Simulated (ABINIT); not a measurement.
Al2O3 (Corundum):

```xyz
10
Lattice="2.3803 1.3742 4.3319 -2.3803 1.3742 4.3319 0.0000 -2.7485 4.3319" Properties=species:S:1:pos:R:3 pbc="T T T"
Al    0.0000    0.0000   11.0743
Al    0.0000    0.0000    8.4191
Al    0.0000    0.0000    1.9213
Al    0.0000    0.0000    4.5765
O    -1.6503   -0.1099    5.4148
O     0.7300    1.4841    5.4148
O     0.9203   -1.3742    5.4148
O     1.6503    0.1099    7.5808
O    -0.7300   -1.4841    7.5808
O    -0.9203    1.3742    7.5808
```

```yaml
Program: ABINIT 10.8.3 (patched build)
Task: relaxation of cell and atoms
Functional: LDA
Potentials_or_basis: JTH PAW LDA v2.0
Cutoff: 626 eV
k_mesh: 5 × 5 × 5
Occupations: fermi-dirac, width 0.05 eV
Spin: no spin polarisation
```

At the start: pressure -5.7 GPa; volume 8.50 Å³/atom.

Question: How do energy, volume and symmetry change on relaxing?

Answer: Over 7 steps the energy falls by 3.7 meV/atom and the volume is 8.31 Å³/atom (-2.3 %); space group R-3c (No. 167, to 0.05 Å).

The path:
```tsv
step	energy change (eV)	largest force (eV/Å)	pressure (GPa)	volume (Å³)
1	0.0000	0.1247	-5.69	85.02
2	-0.0337	0.0786	-1.39	83.55
3	-0.0363	0.0468	0.10	83.07
4	-0.0365	0.0335	0.10	83.06
5	-0.0366	0.0050	0.01	83.10
6	-0.0367	0.0027	0.00	83.10
7	-0.0367	0.0009	0.00	83.10
```

Final structure:
```xyz
10
Lattice="2.3635 1.3646 4.2945 -2.3635 1.3646 4.2945 0.0000 -2.7291 4.2945" Properties=species:S:1:pos:R:3 pbc="T T T"
Al    0.0000    0.0000   10.9765
Al    0.0000    0.0000    8.3486
Al    0.0000    0.0000    1.9069
Al    0.0000    0.0000    4.5348
O    -1.6408   -0.1128    5.3681
O     0.7227    1.4774    5.3681
O     0.9181   -1.3646    5.3681
O     1.6408    0.1128    7.5153
O    -0.7227   -1.4774    7.5153
O    -0.9181    1.3646    7.5153
```
